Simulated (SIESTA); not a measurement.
Crystal: Sn.

```
Sn
1.0
     0.00000    3.23334    3.23334
     3.23334    0.00000    3.23334
     3.23334    3.23334    0.00000
Sn
2
Direct
  0.75000 0.75000 0.75000
  0.50000 0.50000 0.50000
```

This isn't the form of Sn at room conditions, which is tetragonal (white tin).

Base run:

| Property | Result |
| --- | --- |
| Program | SIESTA 5.4.2 |
| Functional | vdW-DF2 |
| Potentials or basis | PseudoDojo 0.4 standard (PBE files) |
| Basis | DZP (energy shift 0.003 Ry; two zetas on semicore shells) |
| Grid cutoff | 500 Ry |
| Energy shift | 0.003 Ry |
| k mesh | 7 × 7 × 7 |
| Occupations | fermi-dirac, width 0.05 eV |
| Spin | no spin polarisation |

Its results: band gap on the k mesh none (metal or under the smearing width); pressure 8.4 GPa.

Problem. After a change of settings the same cell gave: band gap on the k mesh none (metal or under the smearing width); pressure 6.4 GPa. Which change was it?
A. functional from vdW-DF2 to VV10
B. functional from vdW-DF2 to PBE; basis from DZP (energy shift 0.003 Ry; two zetas on semicore shells) to TZP (energy shift 0.003 Ry; two zetas on semicore shells)
C. functional from vdW-DF2 to vdW-DF
D. functional from vdW-DF2 to vdW-DF-C09

Solution. C.

Caveats: the potentials were made for another functional, which shifts forces and pressure; spin-orbit coupling is left out, which moves the levels of the heavy elements; the basis of atomic orbitals isn't converged, which shifts pressures, moduli and gaps.
